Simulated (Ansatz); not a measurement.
The system is TiO2 (Anatase).

```
Ti O
1.0
    -1.89210    1.89210    4.75730
     1.89210   -1.89210    4.75730
     1.89210    1.89210   -4.75730
Ti O
2 4
Direct
  0.75000 0.25000 0.50000
  0.00000 0.00000 0.00000
  0.79190 0.79190 0.00000
  0.54190 0.04190 0.50000
  0.95810 0.45810 0.50000
  0.20810 0.20810 0.00000
```

* Program: Ansatz 0.2.0
* Task: relaxation of cell and atoms
* Functional: RPBE
* Potentials or basis: Ansatz PAW
* Cutoff: 420 eV (not typed: the program's choice for these potentials)
* k mesh: 10 × 10 × 10
* Occupations: fermi-dirac, width 0.05 eV
* Spin: no spin polarisation

At the start: volume 11.35 Å³/atom.

Q: Where does the relaxation end?

A: It ends after 10 steps and the volume is 11.94 Å³/atom (+5.2 %); space group I4_1/amd (No. 141, to 0.05 Å).

Step by step:
```csv
step,energy change (eV),largest force (eV/Å),volume (Å³)
1,0.0000,0.1689,68.13
2,-0.0767,0.0459,70.36
3,-0.0827,0.0074,71.38
4,-0.0826,0.0053,71.45
5,-0.0827,0.0060,71.45
6,-0.0993,0.0054,71.45
7,-0.0990,0.0001,71.64
8,-0.0997,0.0001,71.64
9,-0.0996,0.0002,71.66
10,-0.0997,0.0002,71.66
```

Final structure:
```
Ti O
1.0
    -1.91173    1.91173    4.90200
     1.91173   -1.91173    4.90200
     1.91173    1.91173   -4.90200
Ti O
2 4
Direct
  0.75000 0.25000 0.50000
  0.00000 0.00000 0.00000
  0.79429 0.79429 0.00000
  0.54429 0.04429 0.50000
  0.95571 0.45571 0.50000
  0.20571 0.20571 0.00000
```

Caveat: the plane-wave basis is chosen anew once the cell has moved, so the energies of steps on either side of that aren't comparable; the pressure holds a Pulay correction of +0.6 GPa for the finite cutoff; the PAW data sets come from PBE, with cores solved anew for the run's functional, which leaves a small shift of forces and pressure.
